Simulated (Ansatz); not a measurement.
Run on Re (sc type): DFT, PBE, all-electron PAW with datasets made for the crystal, scalar-relativistic (Ansatz 0.2.0). This run: the series' base cell.

The cell comes from a relaxation on PAW files under the same functional, begun from a prototype that needn't be the stable phase.

Command: `ansatz run input.yaml --threads 1 --pin off --max-ram 2048MiB --backend cpu --events-out ev --progress --plain --runs-dir out` It took 11 s on 1 thread of Intel(R) Xeon(R) Platinum 8488C (Sapphire Rapids) (shared host), peak memory 0.6 GiB.

```yaml
crystal:
  lattice:
    - [2.5782345987, 0.0, 0.0]
    - [0.0, 2.5782345987, 0.0]
    - [0.0, 0.0, 2.5782345987]
  atoms:
    - { symbol: Re, position: [0.0, 0.0, 0.0] }
kpoints:
  mp_grid: { grid: [15, 15, 15] }
scf:
  occupations: { method: fermi_dirac, width: 0.08 }
hamiltonian:
  xc: pbe
  pseudopotentials: { kind: all_electron, datasets: crystal }
output:
  forces: true
  stress: true
  eigenvalues: true
```

Output:

```
hamiltonian.pseudopotentials.datasets: crystal makes datasets for this crystal and solves the spheres of its atoms anew in each pass: cutoff 300.0 eV, the density's 1200.0 eV; for an error of 0.50 meV an atom under PBE, 0.5 meV for the cell; an energy difference from a run of another recipe may be off by several times the error for the cell, under r2SCAN by more, where some 0.1 meV an atom stays at smaller errors; Re in spheres of 1.286 Å, 15 of its electrons in bands, 14 on its site; only band paths and densities of states list, in semicore columns, the levels of the semicore shells that are solved separately: 4f of Re
Engine: ansatz 0.2.0
Pseudopotentials: kind: all_electron
Pseudopotential: Re, paw, valence charge 29, recommended cutoff 300 eV (normal), crystal/all_electron/pbe/scalar/gaussian/Re, Koelling and Harmon's equation, gaussian nucleus
Functional definition: PBE
  parameter kappa = 0.804
  parameter beta = 0.06672455060314922
  exchange = pbe_x(kappa = kappa, mu = beta*pi^2/3)
  correlation = pbe_c(beta = beta)
Crystal: 1 atoms, lattice volume = 17.138 Å³
Basis set: ecut = 300 eV, 203 PW (Γ), exchange–correlation on 30×30×30 points (8 copies of the dense FFT grid, shifted against one another)
Bands: 12, of which v1, the nominal top of the filled ones, is band 8 counted from 1 (7 counted from 0)
Symmetry: 48 space group operations
Space group: Pm-3m (ITA 221), of the structure as read, at distance tolerance 2.6e-5 Å
k-points: 120 of 3375
Non-local potential: Re, projectors of the file, l = 0: 2, l = 1: 2, l = 2: 2
PAW form: soft (Blöchl's): semilocal exchange-correlation on the pseudo side does not see the compensation charge
PAW one-centre angular grid: Re, 590 points (default); XC on its mesh's 1797 points in the sphere
Initial density: superposition of atomic densities (neutral atoms: chi_scale 0, normalization atom)
Initial wavefunctions: pseudopotential atomic-orbital guess
Functional: x = pbe(κ = 0.804, μ = 0.2195149727645171), c = pbe(β = 0.06672455060314922)
iter 1 solved again at ethr=1.02e-2 eV; its pass at ethr=1.00e-1 eV (dr2=1.53e0 eV) is discarded
SCF iter   1: F=—  HF=-454152.046850 eV  |F-HF|=—  |Δ(HF+E_count)|=         —  Δρ=9.54e-2  dr2=1.56e0  ethr=1.02e-2  ⟨swp⟩=2.2  Hψ=7769  notcnv=0
preconditioner: auto → none  [metal: Δε(μ)=0.026 eV  Ē_g=10.131 eV  σ=0.080 eV  W_gap=0.08  n_scr=6 (ndim 8)  ℏωp=23.7 eV  f_vac=0.000  D(μ)=1.37/eV (n_scr^D=18)  sad-step TF]
SCF iter   2: F=—  HF=-454151.755536 eV  |F-HF|=—  |Δ(HF+E_count)|=   2.91e-1  Δρ=5.68e-2  dr2=5.63e-1  ethr=1.02e-2  ⟨swp⟩=2.0  Hψ=2880  notcnv=0
iter 3 solved again at ethr=2.70e-4 eV; its pass at ethr=3.75e-3 eV (dr2=4.06e-2 eV) is discarded
SCF iter   3: F=—  HF=-454151.569175 eV  |F-HF|=—  |Δ(HF+E_count)|=   1.86e-1  Δρ=1.57e-2  dr2=4.09e-2  ethr=2.70e-4  ⟨swp⟩=2.0  Hψ=6927  notcnv=0
SCF iter   4: F=—  HF=-454151.573991 eV  |F-HF|=—  |Δ(HF+E_count)|=   4.82e-3  Δρ=3.34e-3  dr2=1.70e-3  ethr=2.70e-4  ⟨swp⟩=2.0  Hψ=2861  notcnv=0  defer=1
SCF iter   5: F=—  HF=-454151.574942 eV  |F-HF|=—  |Δ(HF+E_count)|=   9.51e-4  Δρ=4.69e-4  dr2=3.03e-5  ethr=1.13e-5  ⟨swp⟩=2.4  Hψ=2464  notcnv=0
SCF iter   6: F=—  HF=-454151.574946 eV  |F-HF|=—  |Δ(HF+E_count)|=   3.97e-6  Δρ=3.93e-5  dr2=1.07e-7  ethr=2.02e-7  ⟨swp⟩=2.5  Hψ=3303  notcnv=0
SCF iter   7: F=—  HF=-454151.574946 eV  |F-HF|=—  |Δ(HF+E_count)|=   1.23e-7  Δρ=2.46e-5  dr2=9.86e-8  ethr=7.10e-10  ⟨swp⟩=3.0  Hψ=3205  notcnv=0
SCF iter   8: F=-454151.574946 eV  HF=-454151.574946 eV  |F-HF|=5.24e-10  |Δ(HF+E_count)|=   3.85e-8  Δρ=1.66e-6  dr2=3.32e-10  ethr=6.57e-10  ⟨swp⟩=3.0  Hψ=2833  notcnv=0
SCF 1 converged in 8 iterations: F = -454151.574948 eV  dr2 = 3.32e-10
  Residual-converged pass: ⟨swp⟩=2.9  Hψ=2521  notcnv=0  max |occ|·‖R‖ = 3.7e-6 eV (tolerance 3.7e-6 eV)  dr2=3.37e-10  dr2_onsite=5.04e-10  max |Δocc| = 3.0e-10
  greatest PAW one-centre occupation: 0.997 electrons in one spin orbital (limit 2), on the Re atom at site 0 (counted from 0), in its partial waves of l = 0
SCF converged after 8 iterations
Free energy (F): -454151.574948 eV
Harris-Foulkes:  -454151.574948 eV  (|F-HF|=5.24e-10)
Internal energy: -454151.545053 eV  (E = F + TS)
E sigma→0 (E₀):  -454151.560001 eV
Entropy (-TS):   -0.029895 eV (-29.895 meV/atom)
Past the cutoff: the bands carry plane waves up to 1.75 times it, of which those up to 1.5 times it add -0.000306 eV an atom, each by itself; the spheres take 0.000247 eV an atom off the energy for waves past 1.75 times it
By the cutoff:   a pressure is off by up to 0.007 GPa (1.2 times the spheres' own share and the shells' term, over an atom's volume, and 0.004 GPa: a bound that held against runs at twice the plane waves)
Past the cutoffs: a stress includes 0.0018 GPa for waves and charges beyond them, in addition to the slope of what the spheres take
In the spheres:  the bands' charges fall short by 1.5e-7 e at most (sound up to 1e-3), those of shells solved beside the bands by 1.2e-6 e (sound up to 5e-4)
Fermi energy:    26.408675 eV
--- Per-component energies (eV) ---
  E_band       = -40.437409
  E_kinetic    = 280.312239
  E_local      = -5233.725801  (includes V_loc(G=0)·N_el)
  E_nonlocal   = 121.488143
  E_hartree    = 2677.835189
  E_xc         = -111.425216
  E_vxc        = -139.638530  (∫ρ·V_xc dr)
  E_paw        = -463990.903061  (= ΣΔE_a)
  E_vpaw       = -19192.885837  (= ΣTr[D̂ρ^β])
  E_ewald      = -6663.466828
  E_smearing   = -0.029895  (= −TS)
  E_closure    = 18768.340282  (closes the sum)
  Σ components = -454151.574948   (vs F -454151.574948, Δ=0.00e0)
  The terms above E_closure are by the made datasets' own strengths, without shells solved beside the bands.
--- Forces (eV/Å), atoms counted from 1 ---
  atom   1  Re    -0.00000000    -0.00000000    -0.00000000
  max |Σ_I F_I| component: 1.31e-31 eV/Å
--- Stress (GPa, compression-positive) ---
        0.015881       0.000000       0.000000
        0.000000       0.015881       0.000000
        0.000000       0.000000       0.015881
  P = ⅓ Tr σ = 0.0159 GPa (0.159 kbar)
  It holds what live shells' own plane waves past their cutoff add
--- Band table (eV; the first three rows and the last of 120) ---
  k-point 0: bands = ["-53.8736", "-15.2026", "-15.2026", "-15.2026", "17.1670", "21.0212", "21.0212", "29.8453", "29.8453", "29.8453", "41.3085"]
  k-point 1: bands = ["-53.8698", "-15.2571", "-15.1980", "-15.1980", "17.3148", "21.0570", "21.1760", "29.6248", "29.6248", "29.8610", "40.4925"]
  k-point 2: bands = ["-53.8590", "-15.4094", "-15.1849", "-15.1849", "17.7250", "21.1598", "21.6405", "29.0539", "29.0539", "29.9058", "38.8401"]
  k-point 119: bands = ["-53.6147", "-16.0865", "-16.0850", "-16.0850", "21.6145", "21.6841", "21.6841", "32.2998", "32.2998", "34.2069", "37.1945"]
```

Next run (volume at 0.88 of the series' base cell), as changes to the input before:

```diff
   lattice:
-    - [2.5782345987, 0.0, 0.0]
-    - [0.0, 2.5782345987, 0.0]
-    - [0.0, 0.0, 2.5782345987]
+    - [2.4706808905, 0.0, 0.0]
+    - [0.0, 2.4706808905, 0.0]
+    - [0.0, 0.0, 2.4706808905]
   atoms:
```

Command: `ansatz run input.yaml --threads 1 --pin off --max-ram 2048MiB --backend cpu --events-out ev --progress --plain --runs-dir out` It took 10 s on 1 thread of Intel(R) Xeon(R) Platinum 8488C (Sapphire Rapids) (shared host), peak memory 0.58 GiB.

Results part of the output:

```
SCF 1 converged in 8 iterations: F = -454151.326867 eV  dr2 = 1.03e-9
  Residual-converged pass: ⟨swp⟩=2.1  Hψ=2356  notcnv=0  max |occ|·‖R‖ = 3.7e-6 eV (tolerance 3.7e-6 eV)  dr2=1.02e-9  dr2_onsite=7.56e-10  max |Δocc| = 5.0e-10
  greatest PAW one-centre occupation: 0.998 electrons in one spin orbital (limit 2), on the Re atom at site 0 (counted from 0), in its partial waves of l = 0
SCF converged after 8 iterations
Free energy (F): -454151.326867 eV
Harris-Foulkes:  -454151.326867 eV  (|F-HF|=6.40e-10)
Internal energy: -454151.304669 eV  (E = F + TS)
E sigma→0 (E₀):  -454151.315768 eV
Entropy (-TS):   -0.022198 eV (-22.198 meV/atom)
Past the cutoff: the bands carry plane waves up to 1.75 times it, of which those up to 1.5 times it add -0.000304 eV an atom, each by itself; the spheres take 0.000170 eV an atom off the energy for waves past 1.75 times it
By the cutoff:   a pressure is off by up to 0.006 GPa (1.2 times the spheres' own share and the shells' term, over an atom's volume, and 0.004 GPa: a bound that held against runs at twice the plane waves)
Past the cutoffs: a stress includes 0.0035 GPa for waves and charges beyond them, in addition to the slope of what the spheres take
In the spheres:  the bands' charges fall short by 2.5e-7 e at most (sound up to 1e-3), those of shells solved beside the bands by 1.1e-6 e (sound up to 5e-4)
Fermi energy:    30.593023 eV
--- Per-component energies (eV) ---
  E_band       = 18.045618
  E_kinetic    = 349.322096
  E_local      = -5154.512178  (includes V_loc(G=0)·N_el)
  E_nonlocal   = 94.933320
  E_hartree    = 2650.312306
  E_xc         = -139.128460
  E_vxc        = -173.263949  (∫ρ·V_xc dr)
  E_paw        = -463678.651860  (= ΣΔE_a)
  E_vpaw       = -19079.022584  (= ΣTr[D̂ρ^β])
  E_ewald      = -6953.540941
  E_smearing   = -0.022198  (= −TS)
  E_closure    = 18679.961047  (closes the sum)
  Σ components = -454151.326867   (vs F -454151.326867, Δ=0.00e0)
  The terms above E_closure are by the made datasets' own strengths, without shells solved beside the bands.
--- Forces (eV/Å), atoms counted from 1 ---
  atom   1  Re    -0.00000000     0.00000000     0.00000000
  max |Σ_I F_I| component: 1.48e-31 eV/Å
--- Stress (GPa, compression-positive) ---
       43.341208       0.000000       0.000000
        0.000000      43.341208       0.000000
        0.000000       0.000000      43.341208
  P = ⅓ Tr σ = 43.3412 GPa (433.412 kbar)
  It holds what live shells' own plane waves past their cutoff add
--- Band table (eV; the first three rows and the last of 120) ---
  k-point 0: bands = ["-49.7891", "-10.9043", "-10.9043", "-10.9043", "20.4962", "24.2610", "24.2610", "34.7487", "34.7487", "34.7487", "46.5151"]
  k-point 1: bands = ["-49.7826", "-10.9865", "-10.8972", "-10.8972", "20.6661", "24.3032", "24.4542", "34.4668", "34.4668", "34.7685", "45.6427"]
  k-point 2: bands = ["-49.7644", "-11.2153", "-10.8772", "-10.8772", "21.1281", "24.4248", "25.0379", "33.7476", "33.7476", "34.8248", "43.8771"]
  k-point 119: bands = ["-49.3525", "-12.1862", "-12.1838", "-12.1838", "24.8269", "24.9071", "24.9071", "37.7342", "37.7342", "37.9624", "43.1191"]
```

Next run (volume at 0.78 of the series' base cell), as changes to the input before:

```diff
   lattice:
-    - [2.4706808905, 0.0, 0.0]
-    - [0.0, 2.4706808905, 0.0]
-    - [0.0, 0.0, 2.4706808905]
+    - [2.3733072524, 0.0, 0.0]
+    - [0.0, 2.3733072524, 0.0]
+    - [0.0, 0.0, 2.3733072524]
   atoms:
```

Results part of the output:

```
SCF 1 converged in 8 iterations: F = -454150.541880 eV  dr2 = 3.33e-9
  Residual-converged pass: ⟨swp⟩=3.0  Hψ=2738  notcnv=0  max |occ|·‖R‖ = 3.7e-6 eV (tolerance 3.7e-6 eV)  dr2=3.30e-9  dr2_onsite=1.20e-8  max |Δocc| = 2.1e-10
  greatest PAW one-centre occupation: 0.998 electrons in one spin orbital (limit 2), on the Re atom at site 0 (counted from 0), in its partial waves of l = 0
SCF converged after 8 iterations
Free energy (F): -454150.541880 eV
Harris-Foulkes:  -454150.541880 eV  (|F-HF|=2.15e-9)
Internal energy: -454150.524373 eV  (E = F + TS)
E sigma→0 (E₀):  -454150.533126 eV
Entropy (-TS):   -0.017506 eV (-17.506 meV/atom)
Past the cutoff: the bands carry plane waves up to 1.75 times it, of which those up to 1.5 times it add -0.000414 eV an atom, each by itself; the spheres take 0.000237 eV an atom off the energy for waves past 1.75 times it
By the cutoff:   a pressure is off by up to 0.008 GPa (1.2 times the spheres' own share and the shells' term, over an atom's volume, and 0.004 GPa: a bound that held against runs at twice the plane waves)
Past the cutoffs: a stress includes 0.0057 GPa for waves and charges beyond them, in addition to the slope of what the spheres take
In the spheres:  the bands' charges fall short by 2.7e-7 e at most (sound up to 1e-3), those of shells solved beside the bands by 1.0e-6 e (sound up to 5e-4)
Fermi energy:    34.974959 eV
--- Per-component energies (eV) ---
  E_band       = 79.365537
  E_kinetic    = 402.858173
  E_local      = -5117.465867  (includes V_loc(G=0)·N_el)
  E_nonlocal   = 91.743132
  E_hartree    = 2635.512050
  E_xc         = -163.149727
  E_vxc        = -201.863267  (∫ρ·V_xc dr)
  E_paw        = -463344.912925  (= ΣΔE_a)
  E_vpaw       = -18950.651454  (= ΣTr[D̂ρ^β])
  E_ewald      = -7238.835472
  E_smearing   = -0.017506  (= −TS)
  E_closure    = 18583.726262  (closes the sum)
  Σ components = -454150.541880   (vs F -454150.541880, Δ=0.00e0)
  The terms above E_closure are by the made datasets' own strengths, without shells solved beside the bands.
--- Forces (eV/Å), atoms counted from 1 ---
  atom   1  Re     0.00000000    -0.00000000    -0.00000000
  max |Σ_I F_I| component: 7.40e-32 eV/Å
--- Stress (GPa, compression-positive) ---
      109.720340      -0.000000       0.000000
       -0.000000     109.720340      -0.000000
        0.000000      -0.000000     109.720340
  P = ⅓ Tr σ = 109.7203 GPa (1097.203 kbar)
  It holds what live shells' own plane waves past their cutoff add
--- Band table (eV; the first three rows and the last of 120) ---
  k-point 0: bands = ["-45.5645", "-6.3808", "-6.3808", "-6.3808", "24.1118", "27.6601", "27.6601", "39.9453", "39.9453", "39.9453"]
  k-point 1: bands = ["-45.5542", "-6.5001", "-6.3704", "-6.3704", "24.3066", "27.7093", "27.9001", "39.5905", "39.5905", "39.9697"]
  k-point 2: bands = ["-45.5251", "-6.8307", "-6.3409", "-6.3409", "24.8207", "27.8510", "28.6325", "38.7000", "38.7000", "40.0395"]
  k-point 119: bands = ["-44.8658", "-8.1650", "-8.1615", "-8.1615", "28.1739", "28.2647", "28.2647", "41.8562", "43.5443", "43.5443"]
```

Next run (volume at 0.43 of the series' base cell), as changes to the input before:

```diff
   lattice:
-    - [2.3733072524, 0.0, 0.0]
-    - [0.0, 2.3733072524, 0.0]
-    - [0.0, 0.0, 2.3733072524]
+    - [1.94601082, 0.0, 0.0]
+    - [0.0, 1.94601082, 0.0]
+    - [0.0, 0.0, 1.94601082]
   atoms:
```

Command: `ansatz run input.yaml --threads 1 --pin off --max-ram 2048MiB --backend cpu --events-out ev --progress --plain --runs-dir out` It took 12 s on 1 thread of Intel(R) Xeon(R) Platinum 8488C (Sapphire Rapids), on a shared host, peak memory 0.58 GiB.

Results part of the output:

```
SCF 1 converged in 8 iterations: F = -454132.499891 eV  dr2 = 6.93e-10
  Residual-converged pass: ⟨swp⟩=2.5  Hψ=3451  notcnv=0  max |occ|·‖R‖ = 3.7e-6 eV (tolerance 3.7e-6 eV)  dr2=6.83e-10  dr2_onsite=4.78e-9  max |Δocc| = 5.0e-11
  greatest PAW one-centre occupation: 0.994 electrons in one spin orbital (limit 2), on the Re atom at site 0 (counted from 0), in its partial waves of l = 3
SCF converged after 8 iterations
Free energy (F): -454132.499891 eV
Harris-Foulkes:  -454132.499891 eV  (|F-HF|=1.80e-9)
Internal energy: -454132.491236 eV  (E = F + TS)
E sigma→0 (E₀):  -454132.495563 eV
Entropy (-TS):   -0.008655 eV (-8.655 meV/atom)
Past the cutoff: the bands carry plane waves up to 1.75 times it, of which those up to 1.5 times it add -0.000379 eV an atom, each by itself; the spheres take 0.000202 eV an atom off the energy for waves past 1.75 times it
By the cutoff:   a pressure is off by up to 0.009 GPa (1.2 times the spheres' own share and the shells' term, over an atom's volume, and 0.004 GPa: a bound that held against runs at twice the plane waves)
Past the cutoffs: a stress includes 0.0060 GPa for waves and charges beyond them, in addition to the slope of what the spheres take
In the spheres:  the bands' charges fall short by 1.8e-8 e at most (sound up to 1e-3)
Fermi energy:    65.354770 eV
--- Per-component energies (eV) ---
  E_band       = 869.616317
  E_kinetic    = 883.706230
  E_local      = -4456.986921  (includes V_loc(G=0)·N_el)
  E_nonlocal   = -876.762203
  E_hartree    = 2284.349066
  E_xc         = -296.156243
  E_vxc        = -385.048983  (∫ρ·V_xc dr)
  E_paw        = -462045.737559  (= ΣΔE_a)
  E_vpaw       = -18067.390860  (= ΣTr[D̂ρ^β])
  E_ewald      = -8828.306887
  E_smearing   = -0.008655  (= −TS)
  E_closure    = 19203.403281  (closes the sum)
  Σ components = -454132.499891   (vs F -454132.499891, Δ=0.00e0)
  The terms above E_closure are by the made datasets' own strengths, without shells solved beside the bands.
--- Forces (eV/Å), atoms counted from 1 ---
  atom   1  Re    -0.00000000    -0.00000000    -0.00000000
  max |Σ_I F_I| component: 7.07e-31 eV/Å
--- Stress (GPa, compression-positive) ---
     1314.384015       0.000000       0.000000
        0.000000    1314.384015       0.000000
        0.000000       0.000000    1314.384015
  P = ⅓ Tr σ = 1314.3840 GPa (13143.840 kbar)
--- Band table (eV; the first three rows and the last of 120) ---
  k-point 0: bands = ["-19.6269", "23.7714", "23.7714", "23.7714", "27.1273", "27.1273", "27.1273", "27.4469", "27.8255", "27.8255", "27.8255", "50.5227", "50.5227", "51.4660", "75.8573", "75.8573", "75.8573"]
  k-point 1: bands = ["-19.5582", "23.2303", "23.8270", "23.8270", "27.1197", "27.1356", "27.1356", "27.4435", "27.6711", "27.8258", "27.8258", "50.6225", "51.0678", "52.1003", "74.8261", "74.8261", "75.9247"]
  k-point 2: bands = ["-19.3606", "21.7292", "23.9849", "23.9849", "27.0982", "27.1607", "27.1607", "27.4010", "27.4341", "27.8268", "27.8268", "50.9111", "51.7082", "54.6413", "72.4908", "72.4908", "76.1182"]
  k-point 119: bands = ["-14.4286", "17.0777", "17.0782", "17.0782", "27.1000", "27.3426", "27.3463", "27.3463", "27.4651", "27.4651", "27.4685", "50.3280", "50.4700", "50.4700", "67.4806", "84.8888", "84.8888"]
```

Spin–orbit coupling is left out, which matters for the heavy atoms.
